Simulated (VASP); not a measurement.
## From VASP inputs to Ansatz: BaS (strained rocksalt)

INCAR

```
ALGO = Normal
METAGGA = R2SCAN
LCHARG = .FALSE.
NELM = 120
NBANDS = 15
IBRION = -1
ISMEAR = 0
PREC = Accurate
LREAL = .FALSE.
ISIF = 2
SIGMA = 0.01
LWAVE = .FALSE.
LASPH = .TRUE.
NSW = 0
EDIFF = 1E-7
ENCUT = 520
```

KPOINTS

```
KPOINTS created by Atomic Simulation Environment
0
Gamma
8 8 8
0 0 0
```

KPOINTS_OPT

```
special points
6
Reciprocal
0.0000000000 0.0000000000 0.0000000000 1
0.5000000000 0.0000000000 0.5000000000 1
0.6250000000 0.2500000000 0.6250000000 1
0.3750000000 0.3750000000 0.7500000000 1
0.5000000000 0.5000000000 0.5000000000 1
0.5000000000 0.2500000000 0.7500000000 1
```

POSCAR

```
Ba S
 1.0000000000000000
     0.0000000000000000    3.3438006843000001    3.1667615654999999
     3.3438006843000001    0.0000000000000000    3.1667615654999999
     3.3438006843000001    3.3438006843000001    0.0000000000000000
 Ba  S
   1   1
Cartesian
  0.0000000000000000  0.0000000000000000  0.0000000000000000
  3.3438006842999997  3.3438006842999997  3.1667615654999994
```

VASP ran with the recommended PBE PAW datasets (16 valence electrons in the cell).

Question: Write an Ansatz input for this cell and level of theory.

Answer: 

```yaml
crystal:
  lattice:
    - [0.0, 3.3438006843, 3.1667615655]
    - [3.3438006843, 0.0, 3.1667615655]
    - [3.3438006843, 3.3438006843, 0.0]
  atoms:
    - { symbol: Ba, position: [0.0, 0.0, 0.0] }
    - { symbol: S, position: [0.5, 0.5, 0.5] }
kpoints:
  mp_grid: { grid: [8, 8, 8] }
  band_path:
    path:
      - [0.0, 0.0, 0.0]
      - [0.5, 0.0, 0.5]
      - [0.625, 0.25, 0.625]
      - [0.375, 0.375, 0.75]
      - [0.5, 0.5, 0.5]
      - [0.5, 0.25, 0.75]
    npoints: 1
hamiltonian:
  xc: r2scan
scf:
  occupations: { method: fixed }
  n_extra_bands: 4
output:
  forces: true
  stress: true
  eigenvalues: true
```

Other inputs would serve too.

|  | VASP | Ansatz |
| --- | --- | --- |
| gap between bands v and c | 2.44 eV | 2.53 eV |
| least direct gap | 2.66 eV | 2.71 eV |
| pressure | -1.8 GPa | -2.2 GPa |

Datasets and cutoffs are each program's own. VASP's cell holds 16 valence electrons and Ansatz's 16. Ansatz's stress includes a Pulay correction; VASP's doesn't.
